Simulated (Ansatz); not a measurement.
Write the native input for Ansatz 0.2.0 that does the following.

```yaml
Task: single point
Functional: PBE
Potentials_or_basis: Ansatz PAW
Cutoff: "420 eV (not typed: the program's choice for these potentials)"
k_mesh: 10 × 10 × 5
Occupations: fermi-dirac, width 0.05 eV
Spin: collinear spin, antiferromagnetic start
Starting_moments: "[2.0, -2.0, 0.0, 0.0] μB"
```

CoO:

```
CELL_PARAMETERS angstrom
3.19765 0.00000 0.00000
-1.59882 2.76924 0.00000
0.00000 0.00000 5.22871
ATOMIC_POSITIONS crystal
Co 0.33333 0.66667 0.50336
Co 0.00000 0.00000 0.00347
O 0.33333 0.66667 0.87156
O 0.00000 0.00000 0.37161
```

Measurements of this composition are mostly on another form, of space group No. 225.

These files were run (other wordings do the same):

input.yaml

```yaml
crystal:
  lattice:
    - [3.1976457435, 0.0, 0.0]
    - [-1.5988228718, 2.7692424462, 0.0]
    - [0.0, 0.0, 5.22870971]
  atoms:
    - { symbol: Co, position: [0.3333333333, 0.6666666667, 0.50336241], spin: 2.0 }
    - { symbol: Co, position: [0.0, 0.0, 0.00347414], spin: -2.0 }
    - { symbol: O, position: [0.3333333333, 0.6666666667, 0.8715556] }
    - { symbol: O, position: [0.0, 0.0, 0.37160885] }
hamiltonian:
  xc: pbe
  pseudopotentials: { kind: paw }
magnetization:
  spin_polarized: true
kpoints:
  mp_grid: { grid: [10, 10, 5] }
scf:
  occupations: { method: fermi_dirac, width: 0.05 }
output:
  forces: true
  stress: true
  eigenvalues: true
```

Potentials or basis: Ansatz PAW.

Launch:

```console
$ ansatz run input.yaml --threads 2 --pin off --max-ram 5632MiB --backend cpu --events-out ev --progress --plain --runs-dir out
```

Results of the run:

```yaml
Pressure: -0.6 GPa
Largest_force: 0.173 eV/Å
Net_moment: 0.00 μB per cell
Absolute_moment: 5.10 μB per cell
Site_moments: Co +2.13, -2.13; O -0.15, +0.15 μB
```

Caveat: the pressure holds a Pulay correction of +0.7 GPa for the finite cutoff.

It took 16 s on 2 threads of Intel(R) Xeon(R) Platinum 8259CL CPU @ 2.50GHz (Skylake/Cascade Lake), on a shared host, peak memory 0.48 GiB.
